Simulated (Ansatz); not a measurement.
# TiTe: band structure with HSE06

Crystal: TiTe.

```
CELL_PARAMETERS angstrom
3.84200 0.00000 0.00000
-1.92100 3.32727 0.00000
0.00000 0.00000 6.40300
ATOMIC_POSITIONS crystal
Te 0.66667 0.33333 0.75000
Te 0.33333 0.66667 0.25000
Ti 0.00000 0.00000 0.50000
Ti 0.00000 0.00000 0.00000
```

```json
{"Program": "Ansatz 0.2.0", "Task": "band structure", "Functional": "HSE06", "Potentials or basis": "Ansatz PAW", "Cutoff": "420 eV (not typed: the program's choice for these potentials)", "k mesh": "6 × 6 × 4", "Occupations": "fermi-dirac, width 0.05 eV", "Spin": "no spin polarisation", "Path": "[[\"G\", \"M\", \"K\", \"G\", \"A\", \"L\", \"H\", \"A\"], [\"L\", \"M\"], [\"K\", \"H\"]]", "Points for each segment of the path": "4"}
```

| Property | Result |
| --- | --- |
| Pressure | 4.7 GPa |
| Band gap on the k mesh | none (metal or under the smearing width) |

Stress tensor (GPa, compression positive):
```
2.25 0.00 0.00
0.00 2.25 0.00
0.00 0.00 9.58
```

Levels at the corners of the path, in eV from the Fermi level:
```
point  band 26  band 27  band 28  band 29  band 30  band 31
    Γ    -1.26    -1.26    -0.75    -0.75    -0.37    -0.37
    M    -3.71    -2.36    -0.17     0.91     1.05     1.17
    K    -4.86    -0.12     0.49     0.49     0.68     0.68
    Γ    -1.26    -1.26    -0.75    -0.75    -0.37    -0.37
    A    -3.46    -0.10    -0.10    -0.10    -0.10     0.38
    L    -4.18    -1.23    -1.23     1.24     1.24     1.48
    H    -4.48    -0.45    -0.45     0.64     0.64     1.61
    A    -3.46    -0.10    -0.10    -0.10    -0.10     0.38
    L    -4.18    -1.23    -1.23     1.24     1.24     1.48
    M    -3.71    -2.36    -0.17     0.91     1.05     1.17
    K    -4.86    -0.12     0.49     0.49     0.68     0.68
    H    -4.48    -0.45    -0.45     0.64     0.64     1.61
```

It took 2.1 min on 1 × NVIDIA H100 80GB HBM3 with 2 threads of AMD EPYC 7R13 Processor (Zen 3) (shared host), peak memory 3 GiB.

Caveat: spin-orbit coupling is left out, which moves the levels of the heavy elements; the PAW data sets come from PBE, with cores solved anew for the run's functional, which leaves a small shift of forces and pressure; the thresholds are loose for stress.
